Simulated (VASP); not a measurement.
NiO:

```
Ni O
1.0
     0.00000    2.08590    2.08590
     2.08590    0.00000    2.08590
     2.08590    2.08590    0.00000
Ni O
1 1
Cartesian
  0.0000 0.0000 0.0000
  2.0859 2.0859 2.0859
```

```yaml
Program: VASP 6.6.1
Task: single point
Functional: PBE
Potentials_or_basis: VASP PAW PBE potentials, release 64 (Ni, O)
Cutoff: 520 eV
k_mesh: 11 × 11 × 11
Occupations: fermi-dirac, width 0.05 eV
Spin: collinear spin, ferromagnetic start
Starting_moments: "[1.0, 0.0] μB"
```

On this cell: pressure 5.1 GPa; largest force zero by symmetry; net moment 1.67 μB per cell; site moments Ni +1.38; O +0.25 μB; band gap on the k mesh none (metal or under the smearing width).

The same run follows on a disturbed copy (atoms moved at random, drawn with an rms of 0.05 Å):

```
CELL_PARAMETERS angstrom
0.00000 2.08590 2.08590
2.08590 0.00000 2.08590
2.08590 2.08590 0.00000
ATOMIC_POSITIONS crystal
Ni 0.99963 0.98326 0.01952
O 0.50305 0.49315 0.49605
```

Q: What changes?

A: The energy (extrapolated to zero smearing) moves by +2.6 meV/atom; pressure 5.8 GPa; largest force 0.177 eV/Å; net moment 1.71 μB per cell; site moments Ni +1.41; O +0.26 μB; band gap on the k mesh none (metal or under the smearing width).

Forces on the atoms (eV/Å):
```
Ni  -0.086 -0.129  0.084
O    0.086  0.129 -0.084
```

Stress tensor (GPa, compression positive):
```
 5.67 -0.01  0.01
-0.01  6.06  0.01
 0.01  0.01  5.65
```

Caveats: a cell with one magnetic atom can't hold antiferromagnetic order, which such compounds often take; semilocal functionals often make such compounds metallic where correlation or magnetic order opens a gap, which also shifts bond lengths.
